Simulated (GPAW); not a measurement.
A run of GPAW 26.7.0 is set up as follows.

File run.py:

```python
from ase.dft.bandgap import bandgap
from ase.io import read, write
from ase.units import GPa
from gpaw import GPAW, PW

atoms = read('FeO.xyz')
atoms.set_initial_magnetic_moments([3.0, 0.0])

calc = GPAW(mode=PW(800),
            xc='PBE',
            kpts={'size': (7, 7, 7), 'gamma': True},
            occupations={'name': 'fermi-dirac', 'width': 0.05},
            nbands=17,
            convergence={'density': 1e-05, 'energy': 1e-05},
            maxiter=150,
            txt='gpaw.txt')
atoms.calc = calc
energy = atoms.get_potential_energy()
forces = atoms.get_forces()
stress = atoms.get_stress()
calc.write('gs.gpw')
write('result.traj', atoms)
print(f'Energy: {energy:.6f} eV')
print('Forces (eV/A):')
print(forces.round(4))
print('Stress (GPa):', (stress / GPa).round(3))
print('Moments:', calc.get_magnetic_moments().round(3))
print('Fermi level:', round(calc.get_fermi_level(), 4), 'eV')
print(f'Gap: {bandgap(calc)[0]:.4f} eV, direct: {bandgap(calc, direct=True)[0]:.4f} eV')

path = atoms.cell.bandpath('GLB1,BZGX,QFP1Z,LP', npoints=100, eps=1e-4)
bs_calc = calc.fixed_density(kpts=path, symmetry='off', nbands=26,
                             convergence={'bands': 'CBM+6.0', 'eigenstates': 1e-6}, txt='bands.txt')
bs = bs_calc.band_structure()
bs.write('bs.json')
print(f'Gap on the path: {bandgap(bs_calc)[0]:.4f} eV')
```

Contents of FeO.xyz:

```xyz
2
Lattice="1.5188209023 0.8768916568 2.5195772846 -1.5188209023 0.8768916568 2.5195772846 0.0000000000 -1.7537833136 2.5195772846" Properties=species:S:1:pos:R:3 pbc="T T T"
Fe     0.0000000000      0.0000000000      0.0000000000
O      0.0000000000      0.0000000000      3.7793659269
```

Potentials or basis: GPAW PAW data sets (gpaw-data 1.2.1), pw.

Run with:

```console
$ OMP_NUM_THREADS=1 python run.py
```

Problem. Estimate the net moment.

Solution. 4.00 μB per cell.

Problem. What does it give for the band gap along the path?

Solution. None (metal or under the smearing width).

Problem. Estimate the pressure.

Solution. -0.2 GPa.

Levels at the corners of the path, in eV from the Fermi level:
Spin up:
```
point  band 5  band 6  band 7  band 8  band 9  band 10
    Γ   -3.85   -3.84   -3.84   -3.66   -3.66    -0.07
    L   -3.06   -3.01   -2.47   -0.36   -0.33     3.91
   B1   -3.03   -3.01   -2.91   -2.77   -1.73     7.27
    B   -3.03   -3.01   -2.91   -2.77   -1.73     7.27
    Z   -3.07   -3.07   -2.53   -0.37   -0.37     4.03
    Γ   -3.85   -3.84   -3.84   -3.66   -3.66    -0.07
    X   -3.62   -2.91   -2.64   -2.46   -1.69     6.61
    Q   -3.63   -2.91   -2.64   -2.46   -1.69     6.61
    F   -4.78   -3.27   -2.79   -2.77   -2.77     5.11
   P1   -3.69   -2.90   -2.63   -2.48   -1.73     6.60
    Z   -3.07   -3.07   -2.53   -0.37   -0.37     4.03
    L   -3.06   -3.01   -2.47   -0.36   -0.33     3.91
    P   -3.69   -2.90   -2.63   -2.48   -1.73     6.60
```
Spin down:
| point | band 1 | band 2 | band 3 | band 4 | band 5 | band 6 | band 7 | band 8 | band 9 | band 10 |
| --- | --- | --- | --- | --- | --- | --- | --- | --- | --- | --- |
| Γ | -20.25 | -3.41 | -3.31 | -3.31 | -0.78 | -0.69 | -0.69 | 0.23 | 0.23 | 0.74 |
| L | -19.07 | -8.05 | -5.27 | -5.17 | 0.39 | 0.47 | 0.64 | 2.81 | 2.84 | 4.38 |
| B1 | -18.94 | -6.20 | -6.18 | -5.59 | -0.04 | -0.02 | 0.78 | 1.10 | 1.85 | 8.62 |
| B | -18.94 | -6.20 | -6.18 | -5.59 | -0.04 | -0.02 | 0.78 | 1.10 | 1.85 | 8.62 |
| Z | -19.11 | -8.11 | -5.13 | -5.13 | 0.41 | 0.41 | 0.58 | 2.79 | 2.79 | 4.50 |
| Γ | -20.25 | -3.41 | -3.31 | -3.31 | -0.78 | -0.69 | -0.69 | 0.23 | 0.23 | 0.74 |
| X | -18.96 | -6.59 | -6.19 | -4.98 | -0.76 | 0.59 | 0.68 | 1.34 | 1.81 | 7.88 |
| Q | -18.96 | -6.59 | -6.19 | -4.98 | -0.76 | 0.59 | 0.68 | 1.34 | 1.81 | 7.88 |
| F | -19.02 | -7.00 | -4.58 | -4.47 | -2.11 | 0.77 | 0.78 | 0.80 | 1.18 | 6.47 |
| P1 | -18.97 | -6.62 | -6.19 | -4.86 | -0.83 | 0.60 | 0.70 | 1.33 | 1.77 | 7.88 |
| Z | -19.11 | -8.11 | -5.13 | -5.13 | 0.41 | 0.41 | 0.58 | 2.79 | 2.79 | 4.50 |
| L | -19.07 | -8.05 | -5.27 | -5.17 | 0.39 | 0.47 | 0.64 | 2.81 | 2.84 | 4.38 |
| P | -18.97 | -6.62 | -6.19 | -4.86 | -0.83 | 0.61 | 0.70 | 1.33 | 1.77 | 7.88 |

Caveat: the k mesh is coarse (spacing up to 0.36 Å⁻¹), so the values aren't converged; a cell with one magnetic atom can't hold antiferromagnetic order, which such compounds often take; semilocal functionals often make such compounds metallic where correlation or magnetic order opens a gap, which also shifts bond lengths.
